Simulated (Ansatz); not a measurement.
Total g(r) from a molecular-dynamics run [in the run: Γ point only, which a denser mesh shifts by -0.2 GPa in pressure and 0.03 eV/Å in forces]. All values below come from PBE (plane waves, PAW; Ansatz, a first-principles code).

```
r (Å) | g(r)
     1.02 |  0.00
     1.14 |  0.00
     1.26 |  0.00
     1.38 |  0.00
     1.50 |  0.00
     1.62 |  0.00
     1.74 |  0.00
     1.86 |  0.00
     1.98 |  0.00
     2.10 |  0.00
     2.22 |  0.00
     2.34 |  0.02
     2.46 | ### 0.44
     2.58 | ################# 2.47
     2.70 | ############################## 4.24
     2.82 | ################## 2.56
     2.94 | ####### 0.99
     3.06 | ## 0.25
     3.18 |  0.05
     3.30 |  0.01
     3.42 |  0.00
     3.54 |  0.00
     3.66 |  0.01
     3.78 |  0.05
     3.90 | # 0.15
     4.02 | ### 0.49
     4.14 | ######## 1.18
     4.26 | ############## 1.99
     4.38 | ################### 2.68
     4.50 | ################### 2.68
     4.62 | ############## 1.99
     4.74 | ######### 1.32
     4.86 | ######## 1.13
     4.98 | ######### 1.32
     5.10 | ############ 1.65
     5.22 | ############ 1.74
     5.34 | ########## 1.45
     5.46 | ####### 0.95
     5.58 | #### 0.56
     5.70 | ## 0.29
     5.82 | ## 0.22
     5.94 | ## 0.32
     6.06 | ### 0.43
     6.18 | #### 0.55
```

**Question.** Which system gave this curve?
A. Si15Sb, liquid, 2352 K
B. AlSb (zinc blende), crystal, 944 K
C. Al (fcc), crystal, 476 K
D. AgSn23, liquid, 523 K

**Answer.** B, AlSb (zinc blende), crystal, 944 K
